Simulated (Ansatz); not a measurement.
# SiO2: the cost of one run

All numbers below are computed with Ansatz 0.2.0 (DFT PBE, scalar-relativistic, plane waves, PAW).

3 further runs of the same task are left out: 3 set aside as unsound or not needed.

## 1. The starting structure

The cell holds 24 atoms (GaO16Si7): a = 7.108 Å, b = 7.108 Å, c = 7.372 Å, α = 90.00°, β = 90.00°, γ = 90.00°.

As a file:

```
Ga Si O
1.0
    -5.02630    5.02630    0.00000
     5.02630    5.02630    0.00000
     0.00000    0.00000   -7.37174
Ga Si O
1 7 16
Direct
  0.50000 0.00000 0.50000
  0.00000 0.00000 0.00000
  0.00000 0.50000 0.50000
  0.50000 0.50000 0.00000
  0.75000 0.25000 0.25000
  0.25000 0.25000 0.75000
  0.25000 0.75000 0.25000
  0.75000 0.75000 0.75000
  0.57876 0.17124 0.37500
  0.07876 0.17124 0.87500
  0.07876 0.67124 0.37500
  0.57876 0.67124 0.87500
  0.67124 0.42124 0.12500
  0.17124 0.42124 0.62500
  0.17124 0.92124 0.12500
  0.67124 0.92124 0.62500
  0.82876 0.07876 0.12500
  0.32876 0.07876 0.62500
  0.32876 0.57876 0.12500
  0.82876 0.57876 0.62500
  0.92124 0.32876 0.37500
  0.42124 0.32876 0.87500
  0.42124 0.82876 0.37500
  0.92124 0.82876 0.87500
```

The host was relaxed before at PBE: a = 5.026 Å, b = 5.026 Å, c = 7.372 Å, α = 90.00°, β = 90.00°, γ = 90.00° (conventional cell), 15.520 Å³/atom.

Places, in fractions of the supercell: Ga in place of Si at (0.500, 0.000, 0.500). The start keeps the symmetry of the ideal site.

## 2. Band edges of the host over the zone

The input, input.yaml:

```yaml
crystal:
  lattice:
    - [-2.5131486988, 2.5131486988, 3.6858705117]
    - [2.5131486988, -2.5131486988, 3.6858705117]
    - [2.5131486988, 2.5131486988, -3.6858705117]
  atoms:
    - { symbol: Si, position: [0.0, 0.0, 0.0] }
    - { symbol: Si, position: [0.75, 0.25, 0.5] }
    - { symbol: O, position: [0.375, 0.217478609, 0.342478609] }
    - { symbol: O, position: [0.967478609, 0.625, 0.842478609] }
    - { symbol: O, position: [0.782521391, 0.125, 0.157521391] }
    - { symbol: O, position: [0.875, 0.032521391, 0.657521391] }
basis:
  ecutwfc: 420
  xc_grid: 2
kpoints:
  mp_grid: { grid: [6, 6, 6] }
  band_path: { path: [VBM, CBM], npoints: 2 }
hamiltonian:
  xc: pbe
scf:
  occupations: { method: gaussian, width: 0.02 }
output:
  forces: true
  stress: true
  eigenvalues: true
```

Command:

```console
$ ansatz run input.yaml --threads 8 --pin off --max-ram 16384MiB --backend cpu --events-out ev --progress --plain --runs-dir out
```

Q: Estimate wall time and peak memory on 8 threads of Arm Neoverse V2, shared host.

About 2.7 s, with a peak of 0.4 GiB.
